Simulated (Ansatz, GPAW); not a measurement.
# Geometry or basis: what sets the conductance of a Pb chain with a Cu atom bridging one bond, part 2 of 3

Aim: the conductance of a Pb chain with a Cu atom bridging one bond after relaxation, and whether geometry, basis or functional moves it most.

GPAW 26.7.0 and Ansatz 0.2.0; Ansatz plane waves; relaxation of the junction with the lead ends held (the session's first sound run).

So far, transmission at the Fermi level (one spin): step 3 (plane waves, PBE) 2.47. Also conductance of the perfect lead (G₀): step 3 3.00.

### Step 4. Double-zeta polarised basis

Localised orbitals split the wire into layers that couple to their neighbours alone, which is what the Green's function method needs; double zeta with polarisation is the usual level for numbers.

This step: GPAW LCAO, PAW setups; Landauer transmission from Green's functions with principal layers (ASE), zero bias (GPAW 26.7.0).

Input file run.py:

```python
import json
import numpy as np
from ase import Atoms
from ase.transport.calculators import TransportCalculator
from gpaw import GPAW, FermiDirac
from gpaw.lcao.tools import get_lcao_hamiltonian
from scipy.linalg import eigh

# The junction with lead layers at both ends, along the third cell vector
device = Atoms(
    ['Pb', 'Pb', 'Pb', 'Pb', 'Pb', 'Pb', 'Cu', 'Pb', 'Pb', 'Pb', 'Pb', 'Pb', 'Pb'],
    positions=[
        [4.50000, 4.50000, 1.45000],
        [4.50000, 4.50000, 4.35000],
        [4.50000, 4.50000, 7.25000],
        [4.50000, 4.50000, 10.15000],
        [5.15364, 4.44328, 13.04984],
        [3.94397, 4.51483, 15.91676],
        [6.05017, 4.34141, 17.47969],
        [3.95393, 4.51416, 19.05645],
        [5.12824, 4.43428, 21.94637],
        [4.50000, 4.50000, 24.85000],
        [4.50000, 4.50000, 27.75000],
        [4.50000, 4.50000, 30.65000],
        [4.50000, 4.50000, 33.55000]],
    cell=[[9.0, 0.0, 0.0], [0.0, 9.0, 0.0], [0.0, 0.0, 35.0]],
    pbc=True)

# One principal layer of the lead: the first 3 atoms of the device
lead = Atoms(
    ['Pb', 'Pb', 'Pb'],
    positions=[
        [4.50000, 4.50000, 1.45000],
        [4.50000, 4.50000, 4.35000],
        [4.50000, 4.50000, 7.25000]],
    cell=[[9.0, 0.0, 0.0], [0.0, 9.0, 0.0], [0.0, 0.0, 8.7]],
    pbc=True)

settings = dict(mode='lcao', basis='dzp', xc='PBE', h=0.2,
                occupations=FermiDirac(0.1), maxiter=250,
                mixer=dict(beta=0.1, nmaxold=8, weight=100.0),
                convergence=dict(density=0.0001))
energies = np.arange(-2, 2 + 1e-9, 0.025)
eta = 0.0001
n1, n2 = 1, 1
# k and -k transmit alike, so half of the mesh across the current serves
mesh = [(i, j) for i in range(n1) for j in range(n2) if (i, j) <= (-i % n1, -j % n2)]
weights = np.array([1 if (i, j) == (-i % n1, -j % n2) else 2 for i, j in mesh]) / (n1 * n2)


def ground_state(atoms, size, txt):
    atoms.calc = GPAW(kpts={'size': size, 'gamma': True}, symmetry={'tolerance': 1e-3}, txt=txt, **settings)
    atoms.get_potential_energy()
    return atoms.calc.get_fermi_level()


def blocks(atoms, fermi, points, nz, cells):
    """H - E_F S and S between cell 0 and the cells above it, at each point across the current."""
    kz = np.arange(nz) / nz
    calc = atoms.calc.fixed_density(kpts=[(*k, z) for k in points for z in kz], symmetry='off', txt=None)
    H, S = get_lcao_hamiltonian(calc)
    H = (H - fermi * S).reshape(len(H), len(points), nz, *S.shape[1:])
    S = S.reshape(H.shape[1:])
    phases = [np.exp(-2j * np.pi * kz * R) / nz for R in cells]
    return [(np.einsum('skzij,z->ksij', H, p), np.einsum('kzij,z->kij', S, p)) for p in phases]


def pair(a, b):
    return np.block([[a, b], [b.T.conj(), a]])


def count_channels(h, s, cells, nk=240):
    """Half the number of times that the lead's bands cross each energy, unfolded to its shortest repeat."""
    b = len(h) // cells
    bands = []
    for k in (np.arange(nk + 1) + 0.5) / nk:
        hk, sk = h[:b, :b].copy(), s[:b, :b].copy()
        for R in range(1, cells):
            phase, block = np.exp(2j * np.pi * k * R), slice(R * b, (R + 1) * b)
            hk += h[:b, block] * phase + (h[:b, block] * phase).T.conj()
            sk += s[:b, block] * phase + (s[:b, block] * phase).T.conj()
        w, u = eigh(sk)
        x = u[:, w > 1e-5] / w[w > 1e-5]**0.5  # drop near-dependent combinations
        bands.append(np.r_[eigh(x.T.conj() @ hk @ x, eigvals_only=True), [1e9] * (w <= 1e-5).sum()])
    below = np.array(bands)[:, :, None] < energies
    return (below[1:] != below[:-1]).sum((0, 1)) / 2


fermi_lead = ground_state(lead, (1, 1, 13), 'lead.txt')
fermi_device = ground_state(device, (1, 1, 2), 'device.txt')
T, channels, eigen, tail, misfit, shifts = [], [], [], 0.0, 0.0, []
for first in range(0, len(mesh), 657):
    points = [(i / n1, j / n2) for i, j in mesh[first:first + 657]]
    (H0k, S0k), (H1k, S1k), (H2k, _) = blocks(lead, fermi_lead, points, 5, range(3))
    [(Hk, Sk)] = blocks(device, fermi_device, points, 2, [0])
    tail = max(tail, abs(H2k).max())
    for H0, S0, H1, S1, H, S in zip(H0k, S0k, H1k, S1k, Hk, Sk):
        n = len(S0)
        # Shift the lead onto the potential of the device's first layer
        shift = ((H[:, 0, 0] - H0[:, 0, 0]) / S0[0, 0]).real.mean()
        shifts.append(shift)
        misfit = max(misfit, abs(H[:, :n, :n] - H0 - shift * S0).max())
        Tk, Ck, Ek = [], [], []
        for s in range(len(H)):
            t = s % len(H0)  # a lead without moments serves both spins
            h1, s1 = pair(H0[t] + shift * S0, H1[t] + shift * S1), pair(S0, S1)
            leads = dict(h1=h1, s1=s1, energies=energies, eta=eta, eta1=eta, eta2=eta)
            calc = TransportCalculator(h=H[s], s=S, eigenchannels=3, **leads)
            Tk.append(calc.get_transmission())
            Ek.append(np.sort(calc.eigenchannels_ne, axis=0)[::-1])
            Ck.append(count_channels(h1, s1, 6))
        T.append(Tk)
        channels.append(Ck)
        eigen.append(Ek)
T, channels = np.array(T), np.array(channels)
mean, open_channels = np.einsum('kse,k->se', T, weights), np.einsum('kse,k->se', channels, weights)

print(f'basis functions: device {len(S)}, principal layer {n}')
print(f'Fermi level: lead {fermi_lead:.4f} eV, device {fermi_device:.4f} eV; lead shifted by {np.mean(shifts):.4f} eV')
print(f'largest coupling past the next layer {tail:.2e} eV, largest misfit of the first layer {misfit:.3f} eV')
print('  E-E_F (eV)   ' + 'T (one spin)  channels')
for e, t, c in zip(energies, mean.T, open_channels.T):
    print(f'{e:10.3f}  ', *[f'{x:11.4e}' for x in t], *[f'{x:9.4f}' for x in c])

kT = 8.617333e-5 * 300
fine = np.linspace(energies[0], energies[-1], 4001)
both = np.exp(np.interp(fine, energies, np.log(np.maximum(mean.sum(0) * 2 / len(mean), 1e-30))))
fermi = lambda mu: 1 / (1 + np.exp(np.clip((fine - mu) / kT, -200, 200)))
slope = fermi(0) * (1 - fermi(0)) / kT
G = np.trapezoid(both * slope, fine) / 2
seebeck = -np.trapezoid(both * slope * fine, fine) / (2 * G * 300) * 1e6
print(f'conductance at 300 K: {G:.5g} G0 a cell; thermopower {seebeck:.4g} uV/K')
bias = [0.1, 0.2, 0.5, 1.0, 1.5, 2.0]
current = [38.74 * np.trapezoid(both * (fermi(V / 2) - fermi(-V / 2)), fine) for V in bias]
for V, I in zip(bias, current):
    print(f'current from the zero-bias T(E) at {V} V: {I:.5g} uA')
zero = abs(energies).argmin()
json.dump(dict(energies=energies.tolist(), T=mean.tolist(), channels=open_channels.tolist(), G=G, seebeck=seebeck,
               bias=bias, current=current, tail=tail, misfit=misfit, shift=np.mean(shifts), n_device=len(S), n_lead=n,
               fermi=[fermi_lead, fermi_device], energy=device.get_potential_energy(),
               moments=device.get_magnetic_moments().tolist(), mesh=mesh, weights=weights.tolist(),
               T_k=T[:, :, zero].tolist(), eigen=np.array(eigen[0]).tolist()), open('result.json', 'w'))
```

Launch:

```sh
> OMP_NUM_THREADS=1 OPENBLAS_NUM_THREADS=1 python run.py
```

The job ended after 76 s (1 thread of Arm Neoverse V1, shared host; peak memory 1.2 GiB).

This step gave:

| Property | Result |
| --- | --- |
| conductance | 2.422 G₀ |
| thermopower | -2.999 μV/K |
| largest coupling past the next principal layer | 2.76e-8 eV |
| largest misfit of the first principal layer | 0.02520 eV |
| shift that aligns the lead | 0.008385 eV |
| basis functions of the junction | 291 |
| basis functions of a principal layer | 69 |
| transmission at the Fermi level (one spin) | 2.421 |

One spin. Transmission, zone mean against energy, zero at the Fermi level:

```
energy (eV)  transmission, zone mean
     -2.000                   0.0379
     -1.900                    0.118
     -1.850                    0.574
     -1.800                   0.0763
     -1.700                    0.201
     -1.600                    0.316
     -1.500                    0.445
     -1.400                    0.584
     -1.300                    0.722
     -1.200                    0.847
     -1.100                    0.940
     -1.000                    0.992
     -0.900                    0.994
     -0.800                    0.945
     -0.700                    0.819
     -0.600                     1.43
     -0.500                     1.92
     -0.400                     2.10
     -0.300                     2.16
     -0.200                     2.23
     -0.100                     2.33
      0.000                     2.42
      0.100                     2.52
      0.200                     2.62
      0.300                     2.70
      0.400                     2.76
      0.500                     2.81
      0.600                     2.84
      0.700                     2.86
      0.750                     2.86
      0.800                     2.86
      0.900                     2.84
      1.000                     2.80
      1.100                     2.74
      1.200                     2.67
      1.300                     2.59
      1.400                     2.53
      1.500                     2.49
      1.600                     2.68
      1.625                     2.92
      1.700                     1.99
      1.800                     1.99
      1.900                     1.88
      2.000                     1.74
```

Not self-consistent under bias; the bias window is split evenly. Current through one cell, from the zero-bias transmission against bias:

```
bias (V)  current through one cell, from the zero-bias transmission (μA)
   0.100                                                            18.8
   0.200                                                            37.5
   0.500                                                            93.9
   1.000                                                             187
   1.500                                                             268
   2.000                                                             342
```

The transmission of the three most open eigenchannels by energy, zero at the Fermi level:

```
energy (eV)  channel 1  channel 2  channel 3
     -2.000     0.0379          0          0
     -1.900      0.118          0          0
     -1.800     0.0763          0          0
     -1.700      0.201          0          0
     -1.600      0.316          0          0
     -1.500      0.445          0          0
     -1.400      0.584          0          0
     -1.300      0.722          0          0
     -1.200      0.847          0          0
     -1.100      0.940          0          0
     -1.000      0.992          0          0
     -0.900      0.994          0          0
     -0.800      0.945    1.7e-12          0
     -0.700      0.819     3.8e-8     1.3e-8
     -0.600      0.986      0.405     0.0338
     -0.500      0.996      0.863     0.0623
     -0.400      0.998      0.991      0.108
     -0.300      0.997      0.993      0.172
     -0.200      0.995      0.985      0.254
     -0.100      0.994      0.981      0.356
      0.000      0.992      0.970      0.459
      0.100      0.990      0.964      0.569
      0.200      0.987      0.957      0.673
      0.300      0.985      0.950      0.764
      0.400      0.983      0.942      0.839
      0.500      0.979      0.935      0.898
      0.600      0.974      0.945      0.925
      0.700      0.976      0.969      0.917
      0.800      0.993      0.964      0.905
      0.900      0.998      0.960      0.879
      1.000      0.999      0.960      0.839
      1.100      0.997      0.963      0.778
      1.200      0.996      0.971      0.700
      1.300      0.996      0.981      0.616
      1.400      0.997      0.993      0.540
      1.500      0.998      0.998      0.495
      1.600      0.999      0.992      0.686
      1.700      0.999      0.960     0.0311
      1.800      0.999      0.895     0.0934
      1.900      0.999      0.792     0.0879
      2.000      0.999      0.664     0.0729
```

At the Fermi level T is 2.42 against 2.47 in plane waves. Couplings past the next layer reach 2.8e-8 eV, small enough to drop; the matrix elements of the cell's first layer differ from the bulk lead's by up to 0.025 eV. That layer keeps its own values in the calculation, and only beyond it is the lead taken as perfect. The Fermi levels of lead and junction count from different zeros of potential, one for each periodic cell; with both set to zero, the small remaining shift is what aligns them. Without spin-orbit coupling, which is large for these atoms, channel counts and T are those of the scalar-relativistic bands. By hand: G = 2.422 × 77.48 μS = 188 μS, a resistance of 5.33 kΩ; at 0.1 V a linear junction would pass 18.8 μA, and the integral over the bias window gives 18.8 μA. Mott's formula, S = -(π²/3)(k_B²T/e) d ln T/dE, has the prefactor 7.33 μV/K·eV at 300 K; T = 2.397 at -0.025 eV and 2.447 at 0.025 eV give a slope of 0.414 per eV and S = -3.03 μV/K, beside -3.00 μV/K from the thermal integral, which interpolates the same grid.

### Step 5. GPAW, szp: basis = "szp(dzp)"

One radial function a shell plus polarisation makes the matrices smaller; the question is what that costs.

Edit run.py of step 4 so:

```diff
@@ -38,3 +38,3 @@
 
-settings = dict(mode='lcao', basis='dzp', xc='PBE', h=0.2,
+settings = dict(mode='lcao', basis='szp(dzp)', xc='PBE', h=0.2,
                 occupations=FermiDirac(0.1), maxiter=250,
```

The job ended after 53 s (1 thread; peak memory 1.2 GiB).

Numbers from this step:

- conductance: 2.416 G₀
- thermopower: -2.947 μV/K
- largest coupling past the next principal layer: 2.75e-8 eV
- largest misfit of the first principal layer: 0.02119 eV
- shift that aligns the lead: 0.003531 eV
- basis functions of the junction: 177
- basis functions of a principal layer: 42
- transmission at the Fermi level (one spin): 2.416

The conductance, 2.42 G₀, lies 0.2 % below that of the dzp run.

### Step 6. GPAW, sz: basis = "sz(dzp)"

One function for each valence shell of the setup, as for a first survey of a large system.

Edit run.py of step 5 so:

```diff
@@ -38,3 +38,3 @@
 
-settings = dict(mode='lcao', basis='szp(dzp)', xc='PBE', h=0.2,
+settings = dict(mode='lcao', basis='sz(dzp)', xc='PBE', h=0.2,
                 occupations=FermiDirac(0.1), maxiter=250,
```

It took 35 s on 1 thread; peak memory 1.1 GiB.

This step gave:

```yaml
conductance: 2.342 G₀
thermopower: -2.444 μV/K
largest_coupling_past_the_next_principal_layer: 2.77e-8 eV
largest_misfit_of_the_first_principal_layer: 0.02059 eV
shift_that_aligns_the_lead: 0.01027 eV
basis_functions_of_the_junction: 114
basis_functions_of_a_principal_layer: 27
transmission_at_the_fermi_level_one_spin: 2.342
```

The conductance, 2.34 G₀, lies 3.3 % below that of the dzp run.

### Step 7. revPBE in the dzp basis: xc = "revPBE"

Back in the dzp basis, the functional changes from PBE to revPBE, to set the spread between functionals beside that between bases.

Edit run.py of step 6 so:

```diff
@@ -38,3 +38,3 @@
 
-settings = dict(mode='lcao', basis='sz(dzp)', xc='PBE', h=0.2,
+settings = dict(mode='lcao', basis='dzp', xc='revPBE', h=0.2,
                 occupations=FermiDirac(0.1), maxiter=250,
```

Wall time 76 s (1 thread); peak memory 1.2 GiB.

This step gave:

```yaml
conductance: 2.407 G₀
thermopower: -3.031 μV/K
largest_coupling_past_the_next_principal_layer: 2.73e-8 eV
largest_misfit_of_the_first_principal_layer: 0.02467 eV
shift_that_aligns_the_lead: 0.008358 eV
basis_functions_of_the_junction: 291
basis_functions_of_a_principal_layer: 69
transmission_at_the_fermi_level_one_spin: 2.407
```

The conductance, 2.41 G₀, lies 0.6 % below that of the dzp run.

### Step 8. Without the relaxation: geometry = "as built"

The dzp basis with PBE on the structure as first built shows what the relaxation was worth.

Edit run.py of step 7 so:

```diff
@@ -16,7 +16,7 @@
         [4.50000, 4.50000, 10.15000],
-        [5.15364, 4.44328, 13.04984],
-        [3.94397, 4.51483, 15.91676],
-        [6.05017, 4.34141, 17.47969],
-        [3.95393, 4.51416, 19.05645],
-        [5.12824, 4.43428, 21.94637],
+        [4.50000, 4.50000, 13.05000],
+        [4.50000, 4.50000, 15.95000],
+        [6.53906, 4.50000, 17.50000],
+        [4.50000, 4.50000, 19.05000],
+        [4.50000, 4.50000, 21.95000],
         [4.50000, 4.50000, 24.85000],
@@ -38,3 +38,3 @@
 
-settings = dict(mode='lcao', basis='dzp', xc='revPBE', h=0.2,
+settings = dict(mode='lcao', basis='dzp', xc='PBE', h=0.2,
                 occupations=FermiDirac(0.1), maxiter=250,
```

Elapsed: 67 s, on 1 thread; peak memory 1.2 GiB.

Numbers from this step:

```
conductance                                    : 2.716 G₀
largest coupling past the next principal layer : 2.76e-8 eV
largest misfit of the first principal layer    : 0.03241 eV
shift that aligns the lead                     : 0.04053 eV
transmission at the Fermi level (one spin)     : 2.715
```

The conductance, 2.72 G₀, lies 12 % above that of the dzp run.

### Step 9. The ladder

Times are wall times on the hardware named with each run. The series side by side:

```
no.         run  conductance (G₀)     time  memory (GiB)
  1      pw PBE             2.465  1.7 min           3.6
  2         dzp             2.422     76 s           1.2
  3         szp             2.416     53 s           1.2
  4          sz             2.342     35 s           1.1
  5  dzp revPBE             2.407     76 s           1.2
  6     asbuilt             2.716     67 s           1.2
```

### Step 10. Comparison

The curves are compared point by point over the common energies.

This step: comparison of transmission and cost over codes, levels and geometry (GPAW 26.7.0).

Ladder, by row:

```
      step    code  T at the Fermi level (sum over the listed spins)  conductance (G0)  r.m.s. T(E) from the first  wall time (s)  peak memory (GiB)  threads
    pw-pbe  Ansatz                                             2.465             2.465                           0          103.4              3.614        4
       dzp    GPAW                                             2.421             2.422                      0.1085          75.98               1.18        1
       szp    GPAW                                             2.416             2.416                      0.1369          53.05               1.16        1
        sz    GPAW                                             2.342             2.342                      0.1613          34.64               1.06        1
dzp-revPBE    GPAW                                             2.407             2.407                      0.1125          75.89               1.18        1
   asbuilt    GPAW                                             2.715             2.716                      0.3773          66.95               1.18        1
```

The transmission, zone mean, sum over the listed spins by energy, zero at the Fermi level:

```
energy (eV)  pw-pbe     dzp     szp     sz  dzp-revPBE  asbuilt
     -2.000  0.0567  0.0379  0.0267  0.126      0.0449   0.0296
     -1.975  0.0728  0.0509  0.0380  0.640      0.0596    0.120
     -1.850   0.954   0.574   0.359  0.144       0.457    0.903
     -1.800  0.0567  0.0763  0.0476  0.193      0.0866    0.646
     -1.600   0.300   0.316   0.298  0.422       0.324   0.0501
     -1.400   0.558   0.584   0.573  0.686       0.590    0.224
     -1.200   0.826   0.847   0.840  0.908       0.850    0.694
     -1.000   0.989   0.992   0.988  0.999       0.992    0.884
     -0.800   0.946   0.945   0.959  0.910       0.944    0.951
     -0.600    1.54    1.43    1.42   1.61        1.44     1.96
     -0.400    2.11    2.10    2.09   2.09        2.09     2.41
     -0.200    2.25    2.23    2.23   2.20        2.22     2.60
      0.000    2.47    2.42    2.42   2.34        2.41     2.71
      0.200    2.67    2.62    2.61   2.50        2.61     2.78
      0.400    2.81    2.76    2.75   2.64        2.76     2.81
      0.600    2.87    2.84    2.83   2.74        2.84     2.85
      0.650    2.87    2.86    2.84   2.76        2.85     2.87
      0.775    2.86    2.86    2.86   2.80        2.86     2.90
      0.800    2.85    2.86    2.86   2.81        2.86     2.91
      0.975    2.77    2.81    2.81   2.83        2.81     2.94
      1.000    2.76    2.80    2.80   2.83        2.79     2.95
      1.200    2.61    2.67    2.68   2.78        2.66     2.96
      1.375    2.81    2.54    2.54   2.66        2.54     2.96
      1.400    2.17    2.53    2.52   2.64        2.52     2.96
      1.600    2.24    2.68    2.39   2.46        2.62     2.94
      1.625    2.22    2.92    2.37   2.43        2.83     2.93
      1.800    2.07    1.99    2.34   2.24        1.98     2.85
      2.000    1.81    1.74    1.68   2.15        1.73     2.45
```

[end of part 2 of 3]

[Logs are printed without paths, hosts, clocks, repeated set-up lines and the standing remarks that a program may print on its own settings, such as how far it seeks lower states.]

[Hosts, paths, dates, database ids (printed as entryN), source tags and the programs' standing remarks are cut or masked in the printed files.]
